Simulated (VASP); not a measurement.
**TiSe: equation of state with PBEsol**

The system is TiSe.

```xyz
4
Lattice="3.5590 0.0000 0.0000 -1.7795 3.0822 0.0000 0.0000 0.0000 6.2200" Properties=species:S:1:pos:R:3 pbc="T T T"
Se    1.7795    1.0274    4.6650
Se    0.0000    2.0548    1.5550
Ti    0.0000    0.0000    3.1100
Ti    0.0000    0.0000    0.0000
```

```
Program             : VASP 6.6.1
Task                : equation of state
Functional          : PBEsol
Potentials or basis : VASP PAW PBE potentials, release 64 (Se, Ti_sv)
Cutoff              : 520 eV
k mesh              : 9 × 9 × 5
Occupations         : fermi-dirac, width 0.05 eV
Spin                : no spin polarisation
```

```json
{"Equilibrium volume": "17.01 Å³/atom", "Bulk modulus at fixed shape and positions": "123 GPa", "Pressure derivative of the bulk modulus": "4.5"}
```

Energy against volume, from the lowest point:
```tsv
volume (Å³/atom)	energy (meV/atom)
16.034	23.91
16.375	9.71
16.716	1.96
17.058	0.00
17.399	3.22
17.740	11.07
18.081	23.07
```

All runs of the series together: 5.5 min on 1 thread of Intel(R) Xeon(R) Platinum 8559C (Emerald Rapids), with other jobs on the host.

Caveat: the cell was scaled at fixed shape and fractional positions, which overstates the stiffness of a crystal with free parameters, most of all of layers and chains; the PAW data sets were made with another functional, which shifts forces and pressure a little.
